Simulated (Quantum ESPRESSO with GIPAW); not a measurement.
# From 11B NMR to local structure in B5H9

A crystal of composition B5H9 (one database entry, not always the ambient form) has the 11B spectrum and parameters below, calculated by GIPAW (PBEsol; shifts against BF3.Et2O, scatter of the reference line 2 ppm; spans on the shift scale).

```
line  δ_iso (ppm)  relative area  span (ppm)   skew
   A        -16.9              4        35.6   0.81
   B        -56.5              1         4.8  -1.00
```

Q: What surrounds each B site, and how symmetric is it?

B: skew ±1 point to an axis of order three or more. The areas settle A and B, whose multiplicities are unique. B(2) lies on an axis of order three or more, which demands an axial or isotropic tensor. The structure behind these values (space group I4mm; other structures could give like values):

```
line  surroundings  neighbours     bonds (Å)  site symmetry
   A         BH3B3           6  1.19 to 1.78              m
   B          BHB4           5  1.20 to 1.69            4mm
```

[Banner, clock, file and message-heading lines were taken out of the pw.x and gipaw.x logs.]

[Logs are printed without paths, hosts, clocks, repeated set-up lines and the standing remarks that a program may print on its own settings, such as how far it seeks lower states.]

[Hosts, paths, dates, database ids (printed as entryN), source tags and the programs' standing remarks are cut or masked in the printed files.]
